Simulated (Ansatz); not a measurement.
HfO2 under changes of volume

One of the cells (11.152 Å³/atom); the others are scaled copies at fixed shape and fractional positions:

```xyz
3
Lattice="0.0000 2.5575 2.5575 2.5575 0.0000 2.5575 2.5575 2.5575 0.0000" Properties=species:S:1:pos:R:3 pbc="T T T"
Hf    0.0000    0.0000    0.0000
O     3.8363    3.8363    3.8363
O     1.2788    1.2788    1.2788
```

Measurements of this composition are mostly on another form, of space group No. 14.

| Property | Result |
| --- | --- |
| Program | Ansatz 0.2.0 |
| Functional | r2SCAN |
| Potentials or basis | Ansatz PAW |
| Cutoff | 500 eV (not typed: the program's choice for these potentials) |
| k mesh | 9 × 9 × 9 |
| Occupations | fermi-dirac, width 0.05 eV |
| Spin | no spin polarisation |

```csv
volume (Å³/atom),energy over the lowest point (meV/atom),pressure (GPa),gap on the mesh (eV)
10.483,7.06,8.2,4.50
10.706,0.00,2.1,4.44
10.929,1.05,-3.5,4.38
11.152,9.39,-8.4,4.32
11.375,?,?,?
11.598,45.05,-16.9,4.21
11.821,71.11,-20.5,4.15
```

**Question.** What does the run at 11.375 Å³/atom give?

**Answer.** Energy over the lowest point 24.27 meV/atom; pressure -12.9 GPa; gap on the mesh 4.26 eV.

Worked out: A Birch-Murnaghan fit of order 3 (a polynomial in V^(-2/3)) to the other rows has its minimum at 10.79 Å³/atom with B0 = V·E''(V) = 271 GPa and B' = 4.2. It gives 24.28 meV/atom at 11.375 Å³/atom, against the run's 24.27, and -dE/dV = -12.9 GPa, against -12.9. A straight line through the other rows of the gap, of slope -2.9 eV per unit of ln V, gives 4.26 eV, against the run's 4.26.

Energies are extrapolated to zero smearing.

Caveats: odd divisions of the mesh miss points on the zone boundary, where band edges often lie, so the gap on the mesh can be too wide; spin-orbit coupling is left out, which moves the levels of the heavy elements; the PAW data sets come from PBE, with cores solved anew for the run's functional, which leaves a small shift of forces and pressure.

A mesh can miss the band edges.
